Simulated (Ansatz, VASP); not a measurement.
## SrO in VASP and in Ansatz

```
Sr O
1.0
     0.00000    2.53220    2.54486
     2.53220    0.00000    2.54486
     2.53220    2.53220    0.00000
Sr O
1 1
Direct
  0.50000 0.50000 0.50000
  0.00000 0.00000 0.00000
```

Change from the starting cell: z stretched by +0.5 %, x and y held.

Alike in both runs: task single point; functional LDA; k mesh 8 × 8 × 8; no spin polarisation.

|  | VASP | Ansatz |
| --- | --- | --- |
| version | VASP 6.6.1 | Ansatz 0.2.0 |
| potentials or method | VASP PAW LDA potentials, release 64 (Sr_sv, O), cutoff 520 eV | all-electron LAPW, scalar-relativistic |
| occupations | gaussian, width 0.01 eV | fixed |

|  | VASP | Ansatz | Ansatz less VASP |
| --- | --- | --- | --- |
| gap on the k mesh at the Fermi level (eV) | 3.05 | 3.11 | +0.062 |
| pressure (GPa) | 0.3 | -0.5 | -0.81 |
| largest component of the traceless stress (GPa) | 0.53 | 0.50 | -0.031 |

Ansatz ran all-electron here, so the differences hold the error of VASP's frozen core and of both bases.

A k mesh can miss the band edges.
